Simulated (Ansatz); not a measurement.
**GaN under changes of volume**

One of the cells (11.444 Å³/atom); the others are scaled copies at fixed shape and fractional positions:

```
Ga N
1.0
     0.00000    2.25350    2.25350
     2.25350    0.00000    2.25350
     2.25350    2.25350    0.00000
Ga N
1 1
Direct
  0.00000 0.00000 0.00000
  0.25000 0.25000 0.25000
```

The cell is a database's computed one.

| Property | Result |
| --- | --- |
| Program | Ansatz 0.2.0 |
| Functional | r2SCAN-EpsX |
| Potentials or basis | Ansatz PAW |
| Cutoff | 500 eV (not typed: the program's choice for these potentials) |
| k mesh | 5 × 5 × 5 |
| Occupations | fermi-dirac, width 0.05 eV |
| Spin | no spin polarisation |

```tsv
volume (Å³/atom)	energy over the lowest point (meV/atom)	gap on the mesh (eV)
10.757	36.36	3.98
10.986	?	?
11.215	6.71	3.62
11.444	0.82	3.45
11.673	0.00	3.27
11.902	3.73	3.10
12.131	11.31	2.93
```

Question: What does the run at 10.986 Å³/atom give?

Answer: Energy over the lowest point 18.40 meV/atom; gap on the mesh 3.80 eV.

Worked out: A Birch-Murnaghan fit of order 3 (a polynomial in V^(-2/3)) to the other rows has its minimum at 11.60 Å³/atom with B0 = V·E''(V) = 165 GPa and B' = 5.2. It gives 18.29 meV/atom at 10.986 Å³/atom, against the run's 18.40. Pressures are left out, since they don't match the slope of the energies. A straight line through the other rows of the gap, of slope -8.74 eV per unit of ln V (its deformation potential), gives 3.80 eV, against the run's 3.80.

Energies are extrapolated to zero smearing.

Caveats: all runs use coarse meshes; odd divisions of the mesh miss points on the zone boundary, where band edges often lie, so the gap on the mesh can be too wide; the PAW data sets come from PBE, with cores solved anew for the run's functional, which leaves a small shift of forces and pressure; the thresholds are loose for stress.

Spin-orbit coupling on Ga is left out.
